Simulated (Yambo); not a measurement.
# GaN (F-43m) in Yambo: notebook, part 2 of 3

Yambo 5.3.0. The steps go on from the part before.

**3. Optical spectrum, PBE**

Contents of optics1.in:

```
optics
chi
Chimod= "HARTREE"
% BndsRnXd
 1 | 24 |
%
NGsBlkXd= 3 Ry
% LongDrXd
 0 | 0 | 1 |
%
% QpntsRXd
 1 | 1 |
%
% EnRngeXd
 0 | 10 | eV
%
% DmRngeXd
 0.05 | 0.05 | eV
%
ETStpsXd= 150
XfnQPdb= "E < g0w00/ndb.QP"
```

Contents of scf.in:

```
&CONTROL
  calculation = 'scf'
  prefix = 'pwscf'
  outdir = './tmp'
  pseudo_dir = './pseudo'
/
&SYSTEM
  ibrav = 0
  nat = 2
  ntyp = 2
  ecutwfc = 84
  nbnd = 15
  occupations = 'smearing'
  smearing = 'fd'
  degauss = 0.00367493
  force_symmorphic = .true.
/
&ELECTRONS
  conv_thr = 4d-10
  electron_maxstep = 120
  mixing_beta = 0.5
/
ATOMIC_SPECIES
Ga    69.7230 Ga.upf
N     14.0070 N.upf
CELL_PARAMETERS bohr
   0.0000000000    4.2584989699    4.2584989699
   4.2584989699    0.0000000000    4.2584989699
   4.2584989699    4.2584989699    0.0000000000
ATOMIC_POSITIONS bohr
Ga     0.0000000000    0.0000000000    0.0000000000
N      2.1292494849    2.1292494849    2.1292494849
K_POINTS automatic
4 4 4 0 0 0
```

Contents of nscf.in:

```
&CONTROL
  calculation = 'nscf'
  prefix = 'pwscf'
  outdir = './tmp'
  pseudo_dir = './pseudo'
/
&SYSTEM
  ibrav = 0
  nat = 2
  ntyp = 2
  ecutwfc = 84
  nbnd = 89
  occupations = 'fixed'
  force_symmorphic = .true.
/
&ELECTRONS
  conv_thr = 1d-08
  diago_full_acc = .true.
  diago_thr_init = 1d-06
/
ATOMIC_SPECIES
Ga    69.7230 Ga.upf
N     14.0070 N.upf
CELL_PARAMETERS bohr
   0.0000000000    4.2584989699    4.2584989699
   4.2584989699    0.0000000000    4.2584989699
   4.2584989699    4.2584989699    0.0000000000
ATOMIC_POSITIONS bohr
Ga     0.0000000000    0.0000000000    0.0000000000
N      2.1292494849    2.1292494849    2.1292494849
K_POINTS automatic
4 4 4 0 0 0
```

Potentials or basis: PseudoDojo 0.5 SR PBE standard.

Run with:

```console
$ OMP_NUM_THREADS=1 pw.x -in scf.in > scf.out
$ OMP_NUM_THREADS=1 pw.x -in nscf.in > nscf.out
$ cd tmp/pwscf.save; p2y; mv SAVE ../..; cd ../..
$ OMP_NUM_THREADS=1 yambo
$ OMP_NUM_THREADS=1 yambo -F optics1.in -J optics1 -C optics1_out
```

Yambo's report:

```text
[... sections 02.01 to 02.04 as in the set-up run ...]

  [02.05] Energies & Occupations
  ==============================

  [X] === General ===
  [X] Electronic Temperature                        :  0.000000  0.000000 [eV K]
  [X] Bosonic    Temperature                        :  0.000000  0.000000 [eV K]
  [X] Finite Temperature mode                       : no
  [X] El. density                                   :  0.78645E+24 [cm-3]
  [X] Fermi Level                                   :  10.63662 [eV]

  [X] === Gaps and Widths ===
  [X] Conduction Band Min                           :  1.739653 [eV]
  [X] Valence Band Max                              :  0.000000 [eV]
  [X] Filled Bands                                  :   9
  [X] Empty Bands                                   :   10   89
  [X] Direct Gap                                    :  1.739653 [eV]
  [X] Direct Gap localized at k                     :  1
  [X] Indirect Gap                                  :  1.739653 [eV]
  [X] Indirect Gap between kpts                     :  1  1
  [X] Last valence band width                       :  3.640321 [eV]
  [X] 1st conduction band width                     :  4.729393 [eV]

 [03] Transferred momenta grid and indexing
 ==========================================

 IBZ Q-points                                      :   8
 BZ  Q-points                                      :   64

 K/Q-points units:
[... 72 lines left out ...]
  -14.06371 -12.51531 -12.51531 -12.49569 -12.33865 -11.66767  -3.85257  -1.91365
   -1.92610   5.11404   7.74852  12.33254  12.38670  12.50446  21.75962  22.69503
   23.35775  23.35775  24.76705  29.30754  30.07698  30.07698  35.24077  36.07669
  Eqp @ K [5]
  -13.82887 -12.53995 -12.46754 -12.42475 -12.32437 -10.91222  -6.84743  -3.79565
   -2.45944   5.91254   8.52427  11.05348  12.75994  14.82335  21.57171  22.08450
   23.93676  25.65606  27.41274  31.04720  32.15356  34.72831  35.31876  36.48631
  Eqp @ K [6]
  -13.89049 -12.55358 -12.51061 -12.38258 -12.37695 -11.25652  -6.11795  -3.97321
   -1.35696   7.12658   8.21787  10.16738  11.84336  16.79821  17.80214  21.99275
   22.94903  25.52751  27.91728  29.66247  32.54700  34.35624  36.40404  37.42527
  Eqp @ K [7]
  -13.78115 -12.56828 -12.37829 -12.37829 -12.30603 -10.94283  -7.00406  -3.43673
   -3.44921   3.76741   7.23988  12.65944  14.62466  14.44426  22.18146  25.33590
   26.11828  26.11828  28.15919  32.76113  33.07641  33.07641  33.57261  34.66050
  Eqp @ K [8]
  -13.77701 -12.51428 -12.48897 -12.36175 -12.35868 -10.52555  -6.71987  -4.37697
   -4.62374   7.12636   9.32384  10.55903  11.95817  15.73813  19.77274  24.04302
   24.58850  27.97659  30.00340  30.58509  30.77951  32.70092  35.23192  37.39160

 [06] Dipoles
 ============

  [06.01] Setup: observables and procedures
  =========================================

  [WF-Oscillators/G space/Transverse up loader] Normalization (few states)  min/max  :  0.71524E-17   1.0000

  [WR./optics1//ndb.dipoles]------------------------------------------------------
   Brillouin Zone Q/K grids (IBZ/BZ)                :    8   64    8   64
   RL vectors                                       :  2637 [WF]
   Fragmentation                                    : yes
   Electronic Temperature                           :  0.000000 [K]
   Bosonic    Temperature                           :  0.000000 [K]
   DIP band range                                   :   1  24
   DIP band range limits                            :   9  10
   DIP e/h energy range                             : -1.000000 -1.000000 [eV]
   RL vectors in the sum                            :  2637
   [r,Vnl] included                                 : yes
   Bands ordered                                    : yes
   Direct v evaluation                              : no
   Approach used                                    : G-space v
   Dipoles computed                                 : R V P [G-space]
   Wavefunctions                                    : Perdew, Burke & Ernzerhof(X)+Perdew, Burke & Ernzerhof(C)

  [WARNING] [r,Vnl^pseudo] included in position and velocity dipoles.

  [WARNING] In case H contains other non local terms, these are neglected

 [07] Optics
 ===========

 [X-CG] R(p) Tot o/o(of R):    823   8640    100
```

It took 16 s on 1 thread of Arm Neoverse V2, shared host; peak memory 0.25 GiB.

What came out:

```
Band gap on the k mesh, mean-field level                              : 1.74 eV, direct
Electronic dielectric constant along the field                        : 8.27
Electronic dielectric constant along the field, independent particles : 8.51
```

Dielectric function (along the field direction of the input):
```
energy (eV)  real part  imaginary part
       0.27       8.32            0.09
       0.74       8.68            0.12
       1.28       9.91            0.24
       1.74      14.04            1.05
       2.28      -8.42            4.57
       2.82       3.11            0.34
       3.29       5.06            0.17
       3.83       6.53            0.16
       4.36       8.40            0.26
       4.83      12.39            0.84
       5.37     -12.84            9.07
       5.84       4.93            0.85
       6.38      -6.22            6.75
       6.91      10.16            2.41
       7.38      -1.06            2.18
       7.92       9.13            1.05
       8.46     -12.75           44.13
       8.93      -4.05            1.17
       9.46       7.21            2.74
      10.00      -0.82            2.75
```

Caveat: the k mesh is coarse (spacing up to 0.60 Å⁻¹), so the values aren't converged; the quasiparticle levels are read from an earlier G0W0 run on the same states, whose input isn't shown; spectra need much finer meshes, so this one isn't converged; these spectra lack excitons. A hybrid or GW would open this gap; PBE tends to underestimate it.

**4. Optical spectrum by the Bethe-Salpeter equation, PBE**

Contents of bse2.in:

```
optics
bse
bss
rim_cut
em1s
RandQpts= 1000000
RandGvec= 50 RL
Chimod= "HARTREE"
% BndsRnXs
 1 | 34 |
%
NGsBlkXs= 5 Ry
% LongDrXs
 1 | 1 | 1 |
%
BSKmod= "SEX"
BSEmod= "retarded"
BSSmod= "d"
% BSEQptR
 1 | 1 |
%
% BSEBands
 8 | 11 |
%
BSENGexx= 20 Ry
BSENGBlk= 5 Ry
% BEnRange
 0 | 20 | eV
%
% BDmRange
 0.2 | 0.2 | eV
%
BEnSteps= 200
% BLongDir
 1 | 1 | 1 |
%
BSEprop= "abs"
WRbsWF
KfnQPdb= "E < g0w00/ndb.QP"
```

scf.in is that of step 3.

nscf.in is that of step 3.

Potentials or basis: PseudoDojo 0.5 SR PBE standard.

Run with:

```console
$ OMP_NUM_THREADS=1 pw.x -in scf.in > scf.out
$ OMP_NUM_THREADS=1 pw.x -in nscf.in > nscf.out
$ cd tmp/pwscf.save; p2y; mv SAVE ../..; cd ../..
$ OMP_NUM_THREADS=1 yambo
$ mkdir -p bse2; ln -s $PWD/g0w00/ndb.RIM bse2/
$ OMP_NUM_THREADS=1 yambo -F bse2.in -J bse2 -C bse2_out
$ OMP_NUM_THREADS=1 ypp -J bse2 -C bse2_out -e s -b 1
```

Yambo's report:

```text
[... sections 02.01 to 02.04 as in the set-up run ...]

  [02.05] Energies & Occupations
  ==============================

  [X] === General ===
  [X] Electronic Temperature                        :  0.000000  0.000000 [eV K]
  [X] Bosonic    Temperature                        :  0.000000  0.000000 [eV K]
  [X] Finite Temperature mode                       : no
  [X] El. density                                   :  0.78645E+24 [cm-3]
  [X] Fermi Level                                   :  10.63662 [eV]

  [X] === Gaps and Widths ===
  [X] Conduction Band Min                           :  1.739653 [eV]
  [X] Valence Band Max                              :  0.000000 [eV]
  [X] Filled Bands                                  :   9
  [X] Empty Bands                                   :   10   89
  [X] Direct Gap                                    :  1.739653 [eV]
  [X] Direct Gap localized at k                     :  1
  [X] Indirect Gap                                  :  1.739653 [eV]
  [X] Indirect Gap between kpts                     :  1  1
  [X] Last valence band width                       :  3.640321 [eV]
  [X] 1st conduction band width                     :  4.729393 [eV]

 [03] Transferred momenta grid and indexing
 ==========================================

 [BZ sampling] Q-grid is User defined and/or read from the database

 IBZ Q-points                                      :   8
 BZ  Q-points                                      :   64

 K/Q-points units:
 rlu = crystal or reduced units; cc = cartesian coordinates; iku = interal k-units

 Q [1]          [rlu]:  0.000000  0.000000  0.000000
 Q [2]          [rlu]: -0.28024E-16 -0.28024E-16  0.25000
 Q [3]          [rlu]:  0.56049E-16  0.56049E-16 -0.50000
 Q [4]          [rlu]:  0.17655E-16  0.25000      0.25000
 Q [5]          [rlu]:  0.11446E-16  0.25000      0.50000
 Q [6]          [rlu]:  0.53784E-18  0.25000     -0.25000
 Q [7]          [rlu]: -0.35309E-16 -0.50000     -0.50000
 Q [8]          [rlu]:  0.250000 -0.500000 -0.250000

  [03.01] X + BSE indexes
  =======================

   [03.01.01] Sigma indexes
   ========================

[... 212 lines left out ...]
     [K] Bands                                        :   8  11
     [K] Exchange                                     : yes [res]
     [K] Correlation                                  : yes [res]
     [K] Kernel`s coupling                            : no
     [K] Exchange                                     : no [cpl]
     [K] Correlation                                  : no [cpl]
     [K] W interaction is bare                        : no
     [K] ALDA kernel in R-space                       : no
     [K] RL vectors                                   :  283 [exchange]
     [K] RL vectors                                   :   51 [correlation]
     [K] E/h energy range                             : -1.000000 -1.000000 [eV]
     [K] Coupling range                               :  100.0000  100.0000 [o/o]
     [W] Interaction is diagonal                      : no
     [W] Matrix size                                  :   51
     [W] Bands                                        :    1   34
     [W] e/h energy range                             : -1.000000 -1.000000 [eV]
     [W] Poles                                        :  100.0000 [o/o]
     [W] RL vectors in the sum                        :  2637
     [W] [r,Vnl] included                             : yes
     [W] Field direction                              :  0.577350E-5  0.577350E-5  0.577350E-5
     [W] Coulomb Cutoff                               : none
     [W] Hxc Kernel                                   : HARTREE
     [RIM] RL components                              :   51 [col]
     [RIM] Random points                              :  1000000 [col]
     [SOC] Perturbative SOC                           : no
     [K] Kernel long-range exchange                   : BAR

    [08.01.05.03] Wave-Function Phases
    ==================================

    [BSE] WF phases found       :  54.68750 [o/o]

   [08.01.06] BSE solver(s) @q1
   ============================

   [08.01.07] Diago Solver @q1
   ===========================

   [WR./bse2//ndb.BS_diago_Q1]-----------------------------------------------------
    BS kernel          energies                      : Perdew, Burke & Ernzerhof(X)+Perdew, Burke & Ernzerhof(C)+ E < g0w00/ndb.QP
    [K] Identifier                                   :   8997
    [K] Dimension                                    :  256
    [K] Bands                                        :   8  11
    [K] Exchange                                     : yes [res]
    [K] Correlation                                  : yes [res]
    [K] Kernel`s coupling                            : no
    [K] Exchange                                     : no [cpl]
    [K] Correlation                                  : no [cpl]
    [K] W interaction is bare                        : no
    [K] ALDA kernel in R-space                       : no
    [K] RL vectors                                   :  283 [exchange]
    [K] RL vectors                                   :   51 [correlation]
    [K] E/h energy range                             : -1.000000 -1.000000 [eV]
    [K] Coupling range                               :  100.0000  100.0000 [o/o]
    [W] Interaction is diagonal                      : no
    [W] Matrix size                                  :   51
    [W] Bands                                        :    1   34
    [W] e/h energy range                             : -1.000000 -1.000000 [eV]
    [W] Poles                                        :  100.0000 [o/o]
    [W] RL vectors in the sum                        :  2637
    [W] [r,Vnl] included                             : yes
    [W] Field direction                              :  0.577350E-5  0.577350E-5  0.577350E-5
    [W] Coulomb Cutoff                               : none
    [W] Hxc Kernel                                   : HARTREE
    [RIM] RL components                              :   51 [col]
    [RIM] Random points                              :  1000000 [col]
    [SOC] Perturbative SOC                           : no
    [K] Kernel long-range exchange                   : BAR
    [BSS] Eigenstates included                       : yes
    [BSS] Field direction                            :  0.577350E-5  0.577350E-5  0.577350E-5
    [BSS] Eigenstates computed                       :  256
    [BSS] Number of BSE matrices                     :  1
```

It took 25 s on 1 thread of Arm Neoverse V2, shared host; peak memory 0.26 GiB.

What came out:

```yaml
Band_gap_on_the_k_mesh_mean-field_level: 1.74 eV, direct
Lowest_exciton_energy: 1.78 eV
Lowest_bright_exciton_energy: 1.78 eV
```

Dielectric function (along the field direction of the input):
| energy (eV) | real part | imaginary part |
| --- | --- | --- |
| 0.30 | 5.38 | 0.02 |
| 0.90 | 5.49 | 0.06 |
| 1.61 | 5.82 | 0.29 |
| 2.31 | 5.98 | 0.21 |
| 3.02 | 6.85 | 0.33 |
| 3.62 | 8.23 | 0.68 |
| 4.32 | 12.66 | 3.22 |
| 5.03 | -2.99 | 9.19 |
| 5.73 | 6.17 | 5.06 |
| 6.33 | 3.78 | 4.45 |
| 7.04 | -0.43 | 4.82 |
| 7.74 | 8.55 | 10.79 |
| 8.44 | -4.71 | 3.13 |
| 9.05 | 1.12 | 4.48 |
| 9.75 | -3.85 | 2.44 |
| 10.45 | -2.80 | 2.28 |
| 11.16 | -1.64 | 1.53 |
| 11.76 | -0.72 | 1.75 |
| 12.46 | -1.79 | 0.43 |
| 13.17 | -0.91 | 0.29 |
| 13.87 | -0.86 | 0.20 |
| 14.47 | -0.53 | 0.08 |
| 15.18 | -0.30 | 0.06 |
| 15.88 | -0.13 | 0.04 |
| 16.58 | 0.01 | 0.03 |
| 17.19 | 0.10 | 0.03 |
| 17.89 | 0.19 | 0.02 |
| 18.59 | 0.27 | 0.02 |
| 19.30 | 0.33 | 0.02 |
| 20.00 | 0.39 | 0.01 |

Lowest exciton energies (eV): 1.78, 1.78, 4.80, 4.80, 4.80, 4.88, 4.88, 4.88

Excitons:
```
energy (eV)  strength (relative to the strongest)
      1.784                                  0.01
      1.784                                0.0081
      4.797                                     1
      4.802                                 0.031
      4.803                                0.0068
      4.880                               7.7e-05
      4.880                               0.00019
      4.883                               5.7e-05
      4.900                               3.4e-07
      4.904                               9.4e-08
      4.914                               2.9e-05
      4.915                               9.1e-05
```

Caveat: the k mesh is coarse (spacing up to 0.60 Å⁻¹), so the values aren't converged; the quasiparticle levels are read from an earlier G0W0 run on the same states, whose input isn't shown; exciton energies and binding change strongly with the k mesh and aren't converged on this one; spectra need much finer meshes, so this one isn't converged. A k mesh can miss the band edges.

[end of part 2 of 3]
